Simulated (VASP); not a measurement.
# Ti2O3 (R-3c) in VASP: notebook

The runs below take Ti2O3 through relaxation of cell and atoms, with r2SCAN.

Everything below comes from runs of VASP 6.6.1. Logs are shortened: lines on timing, memory, paths and dates and some standing lists are left out, and cuts for length are marked.

### Step 1. The structure

Symmetry: R-3c, No. 167, trigonal system. Conventional cell: a = 5.126 Å, b = 5.126 Å, c = 13.878 Å, α = 90.00°, β = 90.00°, γ = 120.00°. Around Ti (site symmetry 3) lie 6 O at 2.02 to 2.08 Å. O (site symmetry 2) has 4 Ti at 2.02 to 2.08 Å as nearest neighbours.

### Step 2. Relaxation of cell and atoms, r2SCAN

The input, INCAR:

```
ALGO = Normal
EDIFF = 1E-7
EDIFFG = -0.002
ENCUT = 520
IBRION = 2
ISIF = 3
ISMEAR = 0
KPAR = 4
LASPH = True
LCHARG = False
LMIXTAU = True
LREAL = False
LWAVE = False
METAGGA = R2SCAN
NELM = 80
NSW = 80
PREC = Accurate
SIGMA = 0.02
```

The input, KPOINTS:

```
k-points
0
Gamma
  9 9 9
```

The input, POSCAR:

```
Ti2O3
1.0
    2.5630000000      1.4797487400      4.6260000000
   -2.5630000000      1.4797487400      4.6260000000
    0.0000000000     -2.9594974800      4.6260000000
Ti O
4 6
Direct
    0.3467200000      0.3467200000      0.3467200000
    0.1532800000      0.1532800000      0.1532800000
    0.6532800000      0.6532800000      0.6532800000
    0.8467200000      0.8467200000      0.8467200000
    0.5607000000      0.9393000000      0.2500000000
    0.2500000000      0.5607000000      0.9393000000
    0.9393000000      0.2500000000      0.5607000000
    0.4393000000      0.0607000000      0.7500000000
    0.7500000000      0.4393000000      0.0607000000
    0.0607000000      0.7500000000      0.4393000000
```

Potentials or basis: VASP PAW PBE potentials, release 64 (Ti_sv, O).

Run with:

```console
$ cat potpaw_PBE.64/Ti_sv/POTCAR potpaw_PBE.64/O/POTCAR > POTCAR
$ mpirun -np 4 vasp_std > vasp.out
```

OUTCAR:

```text
EDIFF = 1E-7
   EDIFFG = -0.002
   ENCUT = 520
   IBRION = 2
   ISIF = 3
   ISMEAR = 0
   LASPH = True
   LREAL = False
   METAGGA = R2SCAN
   NELM = 80
   NSW = 80
   PREC = Accurate

 ion  position               nearest neighbor table
   1  0.347  0.347  0.347-  10 2.02   8 2.02   9 2.02   5 2.08   7 2.08   6 2.08   2 2.68
   2  0.153  0.153  0.153-   9 2.02   8 2.02  10 2.02   5 2.08   7 2.08   6 2.08   1 2.68
   3  0.653  0.653  0.653-   7 2.02   5 2.02   6 2.02   8 2.08   9 2.08  10 2.08   4 2.68
   4  0.847  0.847  0.847-   6 2.02   5 2.02   7 2.02   8 2.08   9 2.08  10 2.08   3 2.68
   5  0.561  0.939  0.250-   3 2.02   4 2.02   1 2.08   2 2.08
   6  0.250  0.561  0.939-   4 2.02   3 2.02   1 2.08   2 2.08
   7  0.939  0.250  0.561-   3 2.02   4 2.02   1 2.08   2 2.08
   8  0.439  0.061  0.750-   1 2.02   2 2.02   3 2.08   4 2.08
   9  0.750  0.439  0.061-   2 2.02   1 2.02   3 2.08   4 2.08
  10  0.061  0.750  0.439-   1 2.02   2 2.02   3 2.08   4 2.08

  LATTYP: Found a trigonal (rhomboedric) cell.
 ALAT       =     5.4916756399
 COS(alpha) =     0.5643703294

  Lattice vectors:

 A1 = (   2.5630000000,   1.4797487400,   4.6260000000)
 A2 = (  -2.5630000000,   1.4797487400,   4.6260000000)
 A3 = (   0.0000000000,  -2.9594974800,   4.6260000000)

Analysis of symmetry for initial positions (statically):
=====================================================================
 Subroutine PRICEL returns:
 Original cell was already a primitive cell.

 Routine SETGRP: Setting up the symmetry group for a
 trigonal (rhombohedral) supercell.

 Subroutine GETGRP returns: Found 12 space group operations
 (whereof  6 operations were pure point group operations)
 out of a pool of 12 trial point group operations.

The static configuration has the point symmetry S_6 .
 The point group associated with its full space group is D_3d.

Analysis of symmetry for dynamics (positions and initial velocities):
=====================================================================
 Subroutine PRICEL returns:
 Original cell was already a primitive cell.

 Routine SETGRP: Setting up the symmetry group for a
 trigonal (rhombohedral) supercell.

 Subroutine GETGRP returns: Found 12 space group operations
 (whereof  6 operations were pure point group operations)
 out of a pool of 12 trial point group operations.

The dynamic configuration has the point symmetry S_6 .
 The point group associated with its full space group is D_3d.

 Subroutine INISYM returns: Found 12 space group operations
 (whereof  6 operations are pure point group operations),
 and found     1 'primitive' translations

----------------------------------------------------------------------------------------

                                     Primitive cell

  volume of cell :     105.2673

  direct lattice vectors                    reciprocal lattice vectors
     2.563000000  1.479748740  4.626000000     0.195083886  0.112631734  0.072056492
    -2.563000000  1.479748740  4.626000000    -0.195083886  0.112631734  0.072056492
     0.000000000 -2.959497480  4.626000000     0.000000000 -0.225263468  0.072056492

  length of vectors
     5.491675640  5.491675640  5.491675640     0.236507438  0.236507438  0.236507438

  position of ions in fractional coordinates (direct lattice)
     0.346720000  0.346720000  0.346720000
     0.153280000  0.153280000  0.153280000
     0.653280000  0.653280000  0.653280000
     0.846720000  0.846720000  0.846720000
     0.560700000  0.939300000  0.250000000
     0.250000000  0.560700000  0.939300000
     0.939300000  0.250000000  0.560700000
     0.439300000  0.060700000  0.750000000
     0.750000000  0.439300000  0.060700000
     0.060700000  0.750000000  0.439300000

  ion indices of the primitive-cell ions
   primitive index   ion index
                 1           1
                 2           2
                 3           3
                 4           4
                 5           5
                 6           6
                 7           7
                 8           8
                 9           9
                10          10

----------------------------------------------------------------------------------------

 KPOINTS: k-points

Automatic generation of k-mesh.
 Grid dimensions read from file:
 generate k-points for:    9    9    9

 Generating k-lattice:

  Cartesian coordinates                     Fractional coordinates (reciprocal lattice)
     0.021675987  0.012514637  0.008006277     0.111111111  0.000000000  0.000000000
    -0.021675987  0.012514637  0.008006277     0.000000000  0.111111111  0.000000000
     0.000000000 -0.025029274  0.008006277     0.000000000  0.000000000  0.111111111

  Length of vectors
     0.026278604  0.026278604  0.026278604

  Shift w.r.t. Gamma in fractional coordinates (k-lattice)
     0.000000000  0.000000000  0.000000000

 Subroutine IBZKPT returns following result:
 ===========================================

 Found     85 irreducible k-points:

 Following reciprocal coordinates:
            Coordinates               Weight
  0.000000  0.000000  0.000000      1.000000
  0.111111  0.000000  0.000000      6.000000
  0.222222  0.000000  0.000000      6.000000
  0.333333  0.000000  0.000000      6.000000
  0.444444  0.000000  0.000000      6.000000
  0.111111  0.111111  0.000000      6.000000
[... 16 lines left out ...]
 -0.333333  0.333333  0.000000      6.000000
  0.444444  0.444444  0.000000      6.000000
 [... further k-points ...]
   k-points           NKPTS =     85   k-points in BZ     NKDIM =     85   number of bands    NBANDS=     50
   number of dos      NEDOS =    301   number of ions     NIONS =     10
   total plane-waves  NPLWV =  74088
   dimension x,y,z NGX =    42 NGY =   42 NGZ =   42
   dimension x,y,z NGXF=    84 NGYF=   84 NGZF=   84
   ions per type =               4   6
   NGX,Y,Z   is equivalent  to a cutoff of  12.71, 12.71, 12.71 a.u.
   NGXF,Y,Z  is equivalent  to a cutoff of  25.43, 25.43, 25.43 a.u.
 SYSTEM =  unknown system
   PREC   = accura    normal or accurate (medium, high low for compatibility)
   ISTART =      0    job   : 0-new  1-cont  2-samecut
   ICHARG =      2    charge: 1-file 2-atom 10-const
   ISPIN  =      1    spin polarized calculation?
   LNONCOLLINEAR =      F non collinear calculations
   LSORBIT =      F    spin-orbit coupling
   LASPH  =      T    aspherical Exc in radial PAW
   ENCUT  =  520.0 eV  38.22 Ry    6.18 a.u.  10.21 10.21 10.21*2*pi/ulx,y,z
   NELM   =     80;   NELMIN=  2; NELMDL= -5     # of ELM steps
   EDIFF  = 0.1E-06   stopping-criterion for ELM
   LREAL  =      F    real-space projection
   EDIFFG = -.2E-02   stopping-criterion for IOM
   NSW    =     80    number of steps for IOM
   IBRION =      2    ionic relax: 0-MD 1-quasi-New 2-CG
   NFREE  =      1    steps in history (QN), initial steepest desc. (CG)
   ISIF   =      3    stress and relaxation
   ISYM   =      2    0-nonsym 1-usesym 2-fastsym
   POTIM  = 0.5000    time-step for ionic-motion
   TEBEG  =    0.0;   TEEND  =   0.0 temperature during run
   PSTRESS=    0.0 pullay stress
   NELECT =      84.0000    total number of electrons
   NUPDOWN=      -1.0000    fix difference up-down
   EMIN   =  10.00;   EMAX   =-10.00  energy-range for DOS
   EFERMI =   0.00;   METHOD = LEGACY
   ISMEAR =     0;   SIGMA  =   0.02  broadening in eV -4-tet -1-fermi 0-gaus
   EFERMI_NEDOS =   21; number of points for ismear=-14 and -15
   IALGO  =     38    algorithm
   IMIX   =      4    mixing-type and parameters
     AMIX     =   0.40;   BMIX     =  1.00
     AMIX_MAG =   1.60;   BMIX_MAG =  1.00
  volume/ion in A,a.u.               =      10.53        71.04
  Fermi-wavevector in a.u.,A,eV,Ry     =   1.518460  2.869474 31.371248  2.305722
  Thomas-Fermi vector in A             =   2.627578
   LORBIT       =      0    0 simple, 1 ext, 2 COOP (PROOUT), +10 PAW based schemes
   METAGGA = R2SCAN    functional components
   LHFCALC =     F    Hartree Fock is set to
   AEXX    =    0.0000 exact exchange contribution
   IVDW    =     0    specifies the selected vdW correction
   LEPSILON=     F    determine dielectric tensor
   LRPA    =     F    only Hartree local field effects (RPA)
 conjugate gradient relaxation of ions
 non-spin polarized calculation
 Gauss-broadening in eV      SIGMA  =   0.02
  energy-cutoff  :      520.00
  volume of cell :      105.27
 maximum number of plane-waves:      2867
 NGX is ok and might be reduce to    42
   NGX = 21   NGY = 21   NGZ = 21

--------------------------------------- Ionic step        1  -------------------------------------------

 number of electron      84.0000023 magnetization

 Free energy of the ion-electron system (eV)
  ---------------------------------------------------
  ext. energy  EPLUGINS =         0.00000000
  ---------------------------------------------------
  free energy    TOTEN  =      -119.35305772 eV

  energy without entropy =     -119.35234324  energy(sigma->0) =     -119.35270048

------------------------ aborting loop because EDIFF is reached ----------------------------------------

  FORCE on cell =-STRESS in cart. coord.  units (eV):
  Direction    XX          YY          ZZ          XY          YZ          ZX
  --------------------------------------------------------------------------------------
  -------------------------------------------------------------------------------------
  Total       -2.1512486     -2.1512486     -2.3665604      0.0000000     -0.0000000     -0.0000000
  in kB      -32.7421902    -32.7421902    -36.0192533      0.0000000     -0.0000000     -0.0000000
  external PRESSURE =     -33.8345446 kB  Pullay stress =       0.0000000 kB
[... 113 lines left out ...]
  FREE ENERGIE OF THE ION-ELECTRON SYSTEM (eV)
  ---------------------------------------------------
  free  energy   TOTEN  =      -119.3761470100 eV

  energy  without entropy=     -119.3754056671  energy(sigma->0) =     -119.37577634

[... ionic steps 4 to 7 ...]

--------------------------------------- Ionic step        8  -------------------------------------------

 number of electron      83.9999996 magnetization

------------------------ aborting loop because EDIFF is reached ----------------------------------------

  FORCE on cell =-STRESS in cart. coord.  units (eV):
  Direction    XX          YY          ZZ          XY          YZ          ZX
  --------------------------------------------------------------------------------------
  -------------------------------------------------------------------------------------
  Total       -0.1037994     -0.1037994     -0.0785448      0.0000000     -0.0000000     -0.0000000
  in kB       -1.6020205     -1.6020205     -1.2122451      0.0000000     -0.0000000     -0.0000000
  external PRESSURE =      -1.4720954 kB  Pullay stress =       0.0000000 kB
[... 73 lines left out ...]
  energy  without entropy=     -119.3931094805  energy(sigma->0) =     -119.39334008

--------------------------------------- Ionic step       10  -------------------------------------------

 number of electron      83.9999996 magnetization

 Free energy of the ion-electron system (eV)
  ---------------------------------------------------
  ext. energy  EPLUGINS =         0.00000000
  ---------------------------------------------------
  free energy    TOTEN  =      -119.39363933 eV

  energy without entropy =     -119.39317511  energy(sigma->0) =     -119.39340722

 E-fermi :   8.9969     XC(G=0): -12.5041

 val. band max:        8.9965853797   @ k =  -0.4444   0.4444   0.4444
 cond. band min:       9.0129786864   @ k =  -0.4444  -0.4444   0.1111
 fundamental gap:      0.0163933067
 Fermi energy:         8.9969040711

 k-point     1 :       0.0000    0.0000    0.0000
  band No.  band energies     occupation
      1     -51.9859      2.00000
      2     -51.9204      2.00000
      3     -51.8945      2.00000
      4     -51.8449      2.00000
      5     -27.4852      2.00000
      6     -27.4852      2.00000
[... 1261 lines left out ...]
     49      10.1040      0.00000
     50      10.1495      0.00000

 [... further k-points ...]

------------------------ aborting loop because EDIFF is reached ----------------------------------------

  FORCE on cell =-STRESS in cart. coord.  units (eV):
  Direction    XX          YY          ZZ          XY          YZ          ZX
  --------------------------------------------------------------------------------------
  -------------------------------------------------------------------------------------
  Total       -0.0008517     -0.0008517      0.0107177     -0.0000000      0.0000000      0.0000000
  in kB       -0.0131540     -0.0131540      0.1655215     -0.0000000      0.0000000      0.0000000
  external PRESSURE =       0.0464045 kB  Pullay stress =       0.0000000 kB
[... 25 lines left out ...]
  FREE ENERGIE OF THE ION-ELECTRON SYSTEM (eV)
  ---------------------------------------------------
  free  energy   TOTEN  =      -119.3936393346 eV

  energy  without entropy=     -119.3931751059  energy(sigma->0) =     -119.39340722

 reached required accuracy - stopping structural energy minimisation
```

Wall time 42 min (4 MPI ranks of Intel Xeon Platinum 8559C (Emerald Rapids), shared host); peak memory 0.52 GiB.

Results:

* Free energy: -119.3936 eV
* Relaxed volume: 10.37 Å³/atom
* Relaxed cell: a = 5.460 Å, b = 5.460 Å, c = 5.460 Å, α = 55.75°, β = 55.75°, γ = 55.75°
* Space group after relaxing (to 0.05 Å): R-3c (No. 167)
* Energy gained by relaxing: 4.1 meV/atom
* Ionic steps: 10
* Pressure after relaxing: 0.0 GPa
* Band gap on the k mesh: none (metal or under the smearing width)

Step by step:
```
step  energy change (eV)  largest force (eV/Å)  pressure (GPa)  volume (Å³)
   1              0.0000                0.2830           -3.38       105.27
   2             -0.0027                0.1785            4.53       101.92
   3             -0.0231                0.1832            0.57       103.52
   4             -0.0329                0.1174            0.38       103.61
   5             -0.0400                0.0464            0.09       103.74
   6             -0.0402                0.0335            0.03       103.77
   7             -0.0405                0.0018           -0.16       103.81
   8             -0.0405                0.0034           -0.15       103.81
   9             -0.0405                0.0033            0.21       103.64
  10             -0.0406                0.0014            0.00       103.74
```

Final structure:
```xyz
10
Lattice="2.5527 1.4738 4.5958 -2.5527 1.4738 4.5958 0.0000 -2.9476 4.5958" Properties=species:S:1:pos:R:3 pbc="T T T"
Ti    0.0000    0.0000    4.7474
Ti    0.0000    0.0000    2.1463
Ti    0.0000    0.0000    9.0400
Ti    0.0000    0.0000   11.6411
O    -0.9467    1.4738    8.0426
O    -0.8030   -1.5568    8.0426
O     1.7497    0.0830    8.0426
O     0.9467   -1.4738    5.7447
O     0.8030    1.5568    5.7447
O    -1.7497   -0.0830    5.7447
```

Caveat: the PAW data sets were made with another functional, which shifts forces and pressure a little; semilocal functionals often make such compounds metallic where correlation or magnetic order opens a gap, which also shifts bond lengths.

### Step 3. Relaxation of cell and atoms, r2SCAN

This run uses another cell than the first one, of 10.37 Å³/atom, 0.986 times its volume.

INCAR is that of step 2.

KPOINTS is that of step 2.

The input, POSCAR:

```
Ti2O3                                   
1.0
    2.5527196990      1.4738134055      4.5957984050
   -2.5527196990      1.4738134055      4.5957984050
    0.0000000000     -2.9476268109      4.5957984050
  Ti              O             
     4     6
Direct
     0.3443303985811043    0.3443303985811043    0.3443303985811043
     0.1556696014188958    0.1556696014188958    0.1556696014188958
     0.6556696014188959    0.6556696014188959    0.6556696014188959
     0.8443303985811041    0.8443303985811041    0.8443303985811041
     0.5645721951326318    0.9354278048673682    0.2500000000000000
     0.2499999999999999    0.5645721951326318    0.9354278048673683
     0.9354278048673682    0.2500000000000002    0.5645721951326317
     0.4354278048673682    0.0645721951326318    0.7500000000000000
     0.7500000000000001    0.4354278048673684    0.0645721951326315
     0.0645721951326317    0.7499999999999999    0.4354278048673686
```

Potentials or basis: VASP PAW PBE potentials, release 64 (Ti_sv, O).

Run with:

```console
$ cat potpaw_PBE.64/Ti_sv/POTCAR potpaw_PBE.64/O/POTCAR > POTCAR
$ mpirun -np 4 vasp_std > vasp.out
```

Run time: 9 min. Hardware: 4 MPI ranks of Intel Xeon Platinum 8559C (Emerald Rapids), shared host; peak memory 0.49 GiB.

The run converged. Its results:

* Free energy: -119.3909 eV
* Pressure after relaxing: 0.0 GPa
* Band gap on the k mesh: none (metal or under the smearing width)

Final structure:
```yaml
crystal:
  lattice:
    - [2.55272, 1.47381, 4.59580]
    - [-2.55272, 1.47381, 4.59580]
    - [0.00000, -2.94763, 4.59580]
  atoms:
    - { symbol: Ti, position: [0.34433, 0.34433, 0.34433] }
    - { symbol: Ti, position: [0.15567, 0.15567, 0.15567] }
    - { symbol: Ti, position: [0.65567, 0.65567, 0.65567] }
    - { symbol: Ti, position: [0.84433, 0.84433, 0.84433] }
    - { symbol: O, position: [0.56457, 0.93543, 0.25000] }
    - { symbol: O, position: [0.25000, 0.56457, 0.93543] }
    - { symbol: O, position: [0.93543, 0.25000, 0.56457] }
    - { symbol: O, position: [0.43543, 0.06457, 0.75000] }
    - { symbol: O, position: [0.75000, 0.43543, 0.06457] }
    - { symbol: O, position: [0.06457, 0.75000, 0.43543] }
```

Levels at points of the mesh, in eV from the Fermi level:
```csv
k point,band 39,band 40,band 41,band 42,band 43,band 44,band 45,band 46
"(0.00, 0.00, 0.00)",-4.57,-4.41,-1.10,-0.10,-0.10,0.20,0.41,0.41
```

Caveat: the relaxation stopped at its first step, so nothing moved; the PAW data sets were made with another functional, which shifts forces and pressure a little; semilocal functionals often make such compounds metallic where correlation or magnetic order opens a gap, which also shifts bond lengths.
